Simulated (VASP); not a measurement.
# SnSe2 (P-3m1) in VASP: further runs

One crystal, SnSe2, is run at these levels: PBE, PBE+D4, BLYP; tasks: single point.

All numbers are computed with VASP 6.6.1; they aren't measurements. Logs are shortened: lines on timing, memory, paths and dates and some standing lists are left out, and cuts for length are marked.

## 1. Starting point

It takes space group P-3m1 (No. 164, trigonal). Conventional cell: a = 3.811 Å, b = 3.811 Å, c = 6.136 Å, α = 90.00°, β = 90.00°, γ = 120.00°. Sn (site symmetry -3m) has 6 Se at 2.68 Å as nearest neighbours. Around Se (site symmetry 3m) lie 3 Sn at 2.68 Å.

## 2. Single point, PBE

Contents of INCAR:

```
SYSTEM = SnSe2
PREC     = Accurate       ! precision mode
ENCUT    = 520            ! plane-wave cutoff, eV
EDIFF    = 1E-6           ! SCF threshold, eV
ISMEAR   = -1             ! smearing method
SIGMA    = 0.02           ! smearing width, eV
LREAL    = .FALSE.        ! projectors in reciprocal space
LASPH    = .TRUE.         ! aspherical terms in the spheres
NELM     = 80             ! most SCF steps
ALGO     = Fast           ! electronic algorithm
ISIF     = 2              ! what is computed and relaxed
LWAVE    = .FALSE.        ! write WAVECAR
LCHARG   = .FALSE.        ! write CHGCAR
GGA      = PE             ! functional
NBANDS   = 20             ! bands
```

Contents of KPOINTS:

```
regular mesh
0
G
  6 6 4
  0 0 0
```

Contents of POSCAR:

```
SnSe2
1.0
    3.8110000000      0.0000000000      0.0000000000
   -1.9055000000      3.3004228138      0.0000000000
    0.0000000000      0.0000000000      6.1360000000
Sn Se
1 2
Direct
    0.0000000000      0.0000000000      0.0000000000
    0.6666666667      0.3333333333      0.7510000000
    0.3333333333      0.6666666667      0.2490000000
```

Potentials or basis: VASP PAW PBE potentials, release 64 (Sn_d, Se).

The run is started by

```
$ cat potpaw_PBE.64/Sn_d/POTCAR potpaw_PBE.64/Se/POTCAR > POTCAR
$ mpirun -np 1 vasp_std > vasp.out
```

OUTCAR:

```text
SYSTEM = SnSe2
   PREC = Accurate
   ENCUT = 520
   EDIFF = 1E-6
   ISMEAR = -1
   LREAL = .FALSE.
   LASPH = .TRUE.
   NELM = 80
   ISIF = 2
   GGA = PE

 ion  position               nearest neighbor table
   1  0.000  0.000  0.000-   2 2.68   3 2.68   3 2.68   2 2.68   2 2.68   3 2.68
   2  0.667  0.333  0.751-   1 2.68   1 2.68   1 2.68
   3  0.333  0.667  0.249-   1 2.68   1 2.68   1 2.68

  LATTYP: Found a hexagonal cell.
 ALAT       =     3.8110000000
 C/A-ratio  =     1.6100760955

  Lattice vectors:

 A1 = (   3.8110000000,   0.0000000000,   0.0000000000)
 A2 = (  -1.9055000000,   3.3004228138,   0.0000000000)
 A3 = (   0.0000000000,   0.0000000000,   6.1360000000)

Analysis of symmetry for initial positions (statically):
=====================================================================
 Subroutine PRICEL returns:
 Original cell was already a primitive cell.

 Routine SETGRP: Setting up the symmetry group for a
 hexagonal supercell.

 Subroutine GETGRP returns: Found 12 space group operations
 (whereof 12 operations were pure point group operations)
 out of a pool of 24 trial point group operations.

The static configuration has the point symmetry D_3d.

Analysis of symmetry for dynamics (positions and initial velocities):
=====================================================================
 Subroutine PRICEL returns:
 Original cell was already a primitive cell.

 Routine SETGRP: Setting up the symmetry group for a
 hexagonal supercell.

 Subroutine GETGRP returns: Found 12 space group operations
 (whereof 12 operations were pure point group operations)
 out of a pool of 24 trial point group operations.

The dynamic configuration has the point symmetry D_3d.

 Subroutine INISYM returns: Found 12 space group operations
 (whereof 12 operations are pure point group operations),
 and found     1 'primitive' translations

----------------------------------------------------------------------------------------

                                     Primitive cell

  volume of cell :      77.1781

  direct lattice vectors                    reciprocal lattice vectors
     3.811000000  0.000000000  0.000000000     0.262398321  0.151495741  0.000000000
    -1.905500000  3.300422814  0.000000000     0.000000000  0.302991482  0.000000000
     0.000000000  0.000000000  6.136000000     0.000000000  0.000000000  0.162972621

  length of vectors
     3.811000000  3.811000000  6.136000000     0.302991482  0.302991482  0.162972621

  position of ions in fractional coordinates (direct lattice)
     0.000000000  0.000000000  0.000000000
     0.666666667  0.333333333  0.751000000
     0.333333333  0.666666667  0.249000000

  ion indices of the primitive-cell ions
   primitive index   ion index
                 1           1
                 2           2
                 3           3

----------------------------------------------------------------------------------------

 KPOINTS: regular mesh

Automatic generation of k-mesh.
 Grid dimensions read from file:
 generate k-points for:    6    6    4

 Generating k-lattice:

  Cartesian coordinates                     Fractional coordinates (reciprocal lattice)
     0.043733053  0.025249290  0.000000000     0.166666667  0.000000000  0.000000000
     0.000000000  0.050498580  0.000000000     0.000000000  0.166666667  0.000000000
     0.000000000  0.000000000  0.040743155     0.000000000  0.000000000  0.250000000

  Length of vectors
     0.050498580  0.050498580  0.040743155

  Shift w.r.t. Gamma in fractional coordinates (k-lattice)
     0.000000000  0.000000000  0.000000000

 Subroutine IBZKPT returns following result:
 ===========================================

 Found     24 irreducible k-points:

 Following reciprocal coordinates:
            Coordinates               Weight
  0.000000  0.000000  0.000000      1.000000
  0.166667 -0.000000  0.000000      6.000000
  0.333333  0.000000  0.000000      6.000000
  0.500000  0.000000  0.000000      3.000000
  0.166667  0.166667  0.000000      6.000000
[... 52 lines left out ...]
      6      -9.0364      2.00000
[... 12 lines left out ...]
     19      11.1849      0.00000
     20      14.4014      0.00000

 k-point     6 :       0.3333    0.1667    0.0000
  band No.  band energies     occupation
      1     -17.1434      2.00000
      2     -17.0910      2.00000
      3     -17.0575      2.00000
      4     -17.0318      2.00000
      5     -17.0205      2.00000
      6      -8.2388      2.00000
[... 12 lines left out ...]
     19      12.6924      0.00000
     20      14.2067      0.00000

 k-point     7 :       0.3333    0.3333    0.0000
  band No.  band energies     occupation
      1     -17.1195      2.00000
      2     -17.1195      2.00000
      3     -17.0401      2.00000
      4     -17.0401      2.00000
      5     -17.0261      2.00000
      6      -7.6935      2.00000
[... 12 lines left out ...]
     19      12.5731      0.00000
     20      12.5731      0.00000
[... 277 lines left out ...]
 k-point    20 :       0.3333    0.0000    0.5000
  band No.  band energies     occupation
      1     -17.1428      2.00000
      2     -17.0798      2.00000
      3     -17.0620      2.00000
      4     -17.0309      2.00000
      5     -17.0281      2.00000
      6      -8.6666      2.00000
[... 12 lines left out ...]
     19      13.8301      0.00000
     20      14.0036      0.00000

 k-point    21 :       0.5000    0.0000    0.5000
  band No.  band energies     occupation
      1     -17.1590      2.00000
      2     -17.0784      2.00000
      3     -17.0667      2.00000
      4     -17.0216      2.00000
      5     -17.0182      2.00000
      6      -8.0672      2.00000
[... 12 lines left out ...]
     19      14.0424      0.00000
     20      14.9241      0.00000

 k-point    22 :       0.1667    0.1667    0.5000
  band No.  band energies     occupation
      1     -17.1280      2.00000
      2     -17.0877      2.00000
      3     -17.0536      2.00000
      4     -17.0456      2.00000
      5     -17.0286      2.00000
      6      -8.8828      2.00000
[... 12 lines left out ...]
     19      12.2155      0.00000
     20      13.3565      0.00000

 k-point    23 :       0.3333    0.1667    0.5000
  band No.  band energies     occupation
      1     -17.1436      2.00000
      2     -17.0911      2.00000
      3     -17.0576      2.00000
      4     -17.0318      2.00000
      5     -17.0205      2.00000
      6      -8.1337      2.00000
[... 12 lines left out ...]
     19      12.6246      0.00000
     20      13.8459      0.00000

 k-point    24 :       0.3333    0.3333    0.5000
  band No.  band energies     occupation
      1     -17.1196      2.00000
      2     -17.1196      2.00000
      3     -17.0401      2.00000
      4     -17.0401      2.00000
      5     -17.0259      2.00000
      6      -7.6792      2.00000
[... 12 lines left out ...]
     19      13.1784      0.00000
     20      13.2473      0.00000

------------------------ aborting loop because EDIFF is reached ----------------------------------------

  FORCE on cell =-STRESS in cart. coord.  units (eV):
  Direction    XX          YY          ZZ          XY          YZ          ZX
  --------------------------------------------------------------------------------------
  -------------------------------------------------------------------------------------
  Total        2.5053774      2.5053774      3.1612400      0.0000000      0.0000000      0.0000000
  in kB       52.0103607     52.0103607     65.6257328      0.0000000      0.0000000      0.0000000
  external PRESSURE =      56.5488181 kB  Pullay stress =       0.0000000 kB

 VOLUME and BASIS-vectors are now :
 -----------------------------------------------------------------------------
  energy-cutoff  :      520.00
  volume of cell :       77.18
      direct lattice vectors                 reciprocal lattice vectors
     3.811000000  0.000000000  0.000000000     0.262398321  0.151495741  0.000000000
    -1.905500000  3.300422814  0.000000000     0.000000000  0.302991482  0.000000000
     0.000000000  0.000000000  6.136000000     0.000000000  0.000000000  0.162972621

 POSITION                                       TOTAL-FORCE (eV/Angst)
 -----------------------------------------------------------------------------------
      0.00000      0.00000      0.00000        -0.000000      0.000000      0.000000
      1.90550      1.10014      4.60814         0.000000      0.000000     -0.796250
     -0.00000      2.20028      1.52786         0.000000      0.000000      0.796250
 -----------------------------------------------------------------------------------
    total drift:                                0.000000      0.000000     -0.000000

  FREE ENERGIE OF THE ION-ELECTRON SYSTEM (eV)
  ---------------------------------------------------
  free  energy   TOTEN  =       -11.7372638438 eV

  energy  without entropy=      -11.7372638438  energy(sigma->0) =      -11.73726384
```

Run time: 20 s. Hardware: 1 thread of Intel Xeon 6975P-C (Granite Rapids), shared host; peak memory 0.19 GiB.

Results:

* Free energy: -11.7373 eV
* Pressure: 5.7 GPa
* Largest force: 0.796 eV/Å
* Band gap on the k mesh: 0.82 eV, indirect (least direct gap 1.09 eV)

Forces on the atoms (eV/Å):
```
Sn   0.000  0.000  0.000
Se   0.000  0.000 -0.796
Se   0.000  0.000  0.796
```

Levels at points of the mesh, in eV from the valence-band top:
| k point | band 9 | band 10 | band 11 | band 12 | band 13 | band 14 | band 15 | band 16 | band 17 | band 18 |
| --- | --- | --- | --- | --- | --- | --- | --- | --- | --- | --- |
| (0.00, 0.00, 0.00) | -0.70 | -0.70 | -0.39 | -0.39 | 0.00 | 1.09 | 2.95 | 4.64 | 4.64 | 8.13 |
| (0.50, 0.00, 0.00) | -4.48 | -2.90 | -2.68 | -1.19 | -0.30 | 1.16 | 3.80 | 5.45 | 5.49 | 7.28 |
| (0.00, 0.00, 0.50) | -2.04 | -0.79 | -0.79 | -0.24 | -0.24 | 2.45 | 2.92 | 4.37 | 4.37 | 8.17 |
| (0.50, 0.00, 0.50) | -4.92 | -2.51 | -1.99 | -0.83 | -0.69 | 0.87 | 4.26 | 4.85 | 5.84 | 6.36 |

Caveat: spin-orbit coupling is left out, which moves the levels of the heavy elements; this functional lacks dispersion, which binds the layers, so the pressure and a relaxed spacing across them are unreliable.

## 3. Single point, PBE+D4

This run uses another cell than the first one, of 25.21 Å³/atom, 0.980 times its volume.

Contents of INCAR:

```
SYSTEM = SnSe2
PREC = Accurate
ENCUT = 520
EDIFF = 1E-6
ISMEAR = -1
SIGMA = 0.05
LREAL = .False.
LASPH = .True.
NELM = 80
ALGO = Normal
ISIF = 2
LWAVE = .False.
LCHARG = .False.
GGA = PE
IVDW = 13
NBANDS = 20
```

Contents of KPOINTS:

```
regular mesh
0
Gamma
  8 8 5
  0 0 0
```

Contents of POSCAR:

```
SnSe2
1.0
    3.7854220481      0.0000000000      0.0000000000
   -1.8927110241      3.2782716577      0.0000000000
    0.0000000000      0.0000000000      6.0948175511
Sn Se
1 2
Direct
    0.0000000000      0.0000000000      0.0000000000
    0.6666666667      0.3333333333      0.7510000000
    0.3333333333      0.6666666667      0.2490000000
```

Potentials or basis: VASP PAW PBE potentials, release 64 (Sn_d, Se).

The run is started by

```
$ cat potpaw_PBE.64/Sn_d/POTCAR potpaw_PBE.64/Se/POTCAR > POTCAR
$ mpirun -np 1 vasp_std > vasp.out
```

It took 33 s on 1 thread of Intel Xeon Platinum 8488C (Sapphire Rapids), shared host; peak memory 0.21 GiB.

Results (log left out):

* Free energy: -12.8963 eV
* Pressure: 4.9 GPa
* Largest force: 1.028 eV/Å
* Band gap on the k mesh: 0.83 eV, indirect (least direct gap 1.18 eV)
* Dispersion energy per atom: -0.404 eV

Forces in eV/Å, atoms in the order of the input:
```
Sn   0.000  0.000  0.000
Se   0.000  0.000 -1.028
Se   0.000  0.000  1.028
```

Stress tensor (GPa, compression positive):
```
4.40 0.00 0.00
0.00 4.40 0.00
0.00 0.00 5.89
```

Levels at points of the mesh, in eV from the valence-band top:
```
           k point  band 11  band 12  band 13  band 14  band 15  band 16
(0.00, 0.00, 0.00)    -0.41    -0.41     0.00     1.18     2.95     4.67
(0.50, 0.00, 0.00)    -2.76    -1.24    -0.32     1.17     3.81     5.43
```

Caveat: spin-orbit coupling is left out, which moves the levels of the heavy elements; an odd mesh through Γ misses points on the zone boundary, where band edges often lie; forces of over 1 eV/Å show positions far from the minimum, so gaps and moduli don't describe the material at rest.

## 4. Single point, PBE+D4

This run uses another cell than the first one, of 26.76 Å³/atom, 1.040 times its volume.

Contents of INCAR:

```
SYSTEM = SnSe2
ALGO     = Normal         ! electronic algorithm
EDIFF    = 1E-6           ! SCF threshold, eV
ENCUT    = 520            ! plane-wave cutoff, eV
GGA      = PE             ! functional
ISIF     = 2              ! what is computed and relaxed
ISMEAR   = -1             ! smearing method
IVDW     = 13             ! dispersion correction
LASPH    = .TRUE.         ! aspherical terms in the spheres
LCHARG   = .FALSE.        ! write CHGCAR
LREAL    = .FALSE.        ! projectors in reciprocal space
LWAVE    = .FALSE.        ! write WAVECAR
NBANDS   = 20             ! bands
NELM     = 80             ! most SCF steps
PREC     = Accurate       ! precision mode
SIGMA    = 0.05           ! smearing width, eV
```

Contents of KPOINTS:

```
k-points
0
G
  8 8 5
  0 0 0
```

Contents of POSCAR:

```
SnSe2
1.0
    3.8611504880      0.0000000000      0.0000000000
   -1.9305752440      3.3438544104      0.0000000000
    0.0000000000      0.0000000000      6.2167461018
Sn Se
1 2
Direct
    0.0000000000      0.0000000000      0.0000000000
    0.6666666667      0.3333333333      0.7510000000
    0.3333333333      0.6666666667      0.2490000000
```

The run is started by

```
$ cat potpaw_PBE.64/Sn_d/POTCAR potpaw_PBE.64/Se/POTCAR > POTCAR
$ mpirun -np 1 vasp_std > vasp.out
```

Run time: 38 s. Hardware: 1 thread of Intel Xeon Platinum 8488C (Sapphire Rapids), shared host; peak memory 0.23 GiB.

The run converged. Its results:

```yaml
Free_energy: -12.9702 eV
Pressure: 0.4 GPa
Largest_force: 0.438 eV/Å
Band_gap_on_the_k_mesh: 0.75 eV, indirect (least direct gap 0.93 eV)
Dispersion_energy_per_atom: -0.382 eV
```

Forces in eV/Å, atoms in the order of the input:
```
Sn   0.000  0.000  0.000
Se   0.000  0.000 -0.438
Se   0.000  0.000  0.438
```

Stress tensor (GPa, compression positive):
```
-0.12  0.00  0.00
 0.00 -0.12  0.00
 0.00  0.00  1.52
```

Levels at points of the mesh, in eV from the valence-band top:
```
           k point  band 10  band 11  band 12  band 13  band 14  band 15  band 16  band 17
(0.00, 0.00, 0.00)    -0.66    -0.37    -0.37    -0.02     0.92     2.92     4.56     4.56
(0.50, 0.00, 0.00)    -2.76    -2.54    -1.11    -0.29     1.10     3.75     5.39     5.49
```

Caveat: spin-orbit coupling is left out, which moves the levels of the heavy elements; an odd mesh through Γ misses points on the zone boundary, where band edges often lie.

## 5. Single point, BLYP, collinear spin, typed start

Contents of INCAR:

```
AGGAC = 1.0
AGGAX = 1.0
ALDAC = 0.0
ALDAX = 1.0
ALGO = Normal
EDIFF = 1E-6
ENCUT = 520
GGA = B5
ISIF = 2
ISMEAR = -1
ISPIN = 2
LASPH = True
LCHARG = False
LORBIT = 11
LREAL = False
LWAVE = False
MAGMOM = 0.12 0 0
NBANDS = 24
NELM = 150
PREC = Accurate
SIGMA = 0.1
```

Contents of KPOINTS:

```
k-points
0
Gamma
  8 8 5
```

Contents of POSCAR:

```
SnSe2
1.0
    3.8110000000      0.0000000000      0.0000000000
   -1.9055000000      3.3004228138      0.0000000000
    0.0000000000      0.0000000000      6.1360000000
Sn Se
1 2
Direct
    0.0000000000      0.0000000000      0.0000000000
    0.6666666667      0.3333333333      0.7510000000
    0.3333333333      0.6666666667      0.2490000000
```

The run is started by

```
$ cat potpaw_PBE.64/Sn_d/POTCAR potpaw_PBE.64/Se/POTCAR > POTCAR
$ mpirun -np 1 vasp_std > vasp.out
```

Wall time 2.6 min (1 thread of Intel Xeon Platinum 8375C at 2.90GHz (Ice Lake), shared host); peak memory 0.27 GiB.

The run converged. Its results:

```
Free energy                                           : -9.7186 eV
Pressure                                              : 9.9 GPa
Largest force                                         : 1.093 eV/Å
Band gap on the k mesh                                : 0.81 eV, indirect (least direct gap 1.05 eV)
Net moment                                            : 0.00 μB per cell
Valence electrons inside the program's atomic spheres : Sn 12.25; Se 3.88
```

Forces on the atoms (eV/Å):
```
Sn   0.000  0.000  0.000
Se   0.000  0.000 -1.093
Se   0.000  0.000  1.093
```

Stress tensor (GPa, compression positive):
```
 9.81  0.00  0.00
 0.00  9.81  0.00
 0.00  0.00 10.01
```

Levels at points of the mesh, in eV from the valence-band top:
Spin up:
```csv
k point,band 10,band 11,band 12,band 13,band 14,band 15,band 16,band 17
"(0.00, 0.00, 0.00)",-0.71,-0.38,-0.38,-0.01,1.04,3.07,4.65,4.65
"(0.50, 0.00, 0.00)",-2.86,-2.64,-1.17,-0.30,1.17,3.89,5.49,5.67
```
Spin down:
```tsv
k point	band 10	band 11	band 12	band 13	band 14	band 15	band 16	band 17
(0.00, 0.00, 0.00)	-0.71	-0.38	-0.38	-0.01	1.04	3.07	4.65	4.65
(0.50, 0.00, 0.00)	-2.86	-2.64	-1.17	-0.30	1.17	3.89	5.49	5.67
```

Caveat: the PAW data sets were made with another functional, which shifts forces and pressure a little; spin-orbit coupling is left out, which moves the levels of the heavy elements; an odd mesh through Γ misses points on the zone boundary, where band edges often lie; this functional lacks dispersion, which binds the layers, so the pressure and a relaxed spacing across them are unreliable.

## 6. The runs side by side

```csv
level,spin,cell,k mesh,smearing,gap on the mesh (eV),pressure (GPa),largest force (eV/Å)
PBE,off,"P-3m1, 25.73 Å³/atom",6 × 6 × 4,fermi-dirac 0.02 eV,0.82,5.7,0.80
PBE+D4,off,"P-3m1, 25.21 Å³/atom",8 × 8 × 5,fermi-dirac 0.05 eV,0.83,4.9,1.03
PBE+D4,off,"P-3m1, 26.76 Å³/atom",8 × 8 × 5,fermi-dirac 0.05 eV,0.75,0.4,0.44
BLYP,"collinear, typed start","P-3m1, 25.73 Å³/atom",8 × 8 × 5,fermi-dirac 0.1 eV,0.81,9.9,1.09
```

Alike in all rows: task single point; potentials or basis VASP PAW PBE potentials, release 64 (Sn_d, Se); cutoff (eV) 520.

On the cell as given the gap runs from 0.75 eV (PBE+D4) to 0.83 eV (PBE+D4); the meshes differ, which moves gaps too. The pressure there spans 0.4 GPa (PBE+D4) to 9.9 GPa (BLYP); a positive pressure means that this level wants a larger cell, a negative one a smaller.

Caveats: spin-orbit coupling is left out, which moves the levels of the heavy elements; an odd mesh through Γ misses points on the zone boundary, where band edges often lie (some runs); this functional lacks dispersion, which binds the layers, so the pressure and a relaxed spacing across them are unreliable (some runs); forces of over 1 eV/Å show positions far from the minimum, so gaps and moduli don't describe the material at rest (some runs); the PAW data sets were made with another functional, which shifts forces and pressure a little (some runs).

Absolute energies hang on the potentials; compare differences alone.
